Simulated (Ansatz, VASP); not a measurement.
## C: VASP beside Ansatz

```xyz
2
Lattice="1.2017 0.6938 3.2774 -1.2017 0.6938 3.2774 0.0000 -1.3876 3.2774" Properties=species:S:1:pos:R:3 pbc="T T T"
C     0.0000    0.0000    1.6750
C     0.0000    0.0000    8.1570
```

Change from the starting cell: mode 4 frozen in at +0.038 Å, equal normal strain along x, y and z -0.0250.

Alike in both runs: task single point; functional PBE; dispersion D3(BJ); k mesh 15 × 15 × 15; occupations gaussian, width 0.05 eV; no spin polarisation.

```csv
,VASP,Ansatz
version,VASP 6.6.1,Ansatz 0.2.0
potentials or method,"VASP PAW PBE potentials, release 64 (C)","scalar-relativistic, plane waves, PAW"
plane-wave cutoff (eV),520,520
valence electrons in the cell,8,8
```

```csv
,VASP,Ansatz,Ansatz less VASP
gap on the k mesh at the Fermi level (eV),0.60,0.60,-0.001
least direct gap on the mesh (eV),0.60,0.60,-0.001
pressure (GPa),26.0,25.5,-0.48
largest component of the traceless stress (GPa),25.87,25.30,-0.572
rms of the force components (eV/Å),0.694,0.696,+0.0020
```

Atom by atom the forces differ by 0.002 eV/Å (rms over components).

Caveats: so large a pressure means that the cell lies far from this level's equilibrium, or that cutoff or potentials fall short (VASP); an odd mesh through Γ misses points on the zone boundary, where band edges often lie; forces of over 1 eV/Å show positions far from the minimum, so gaps and moduli don't describe the material at rest.
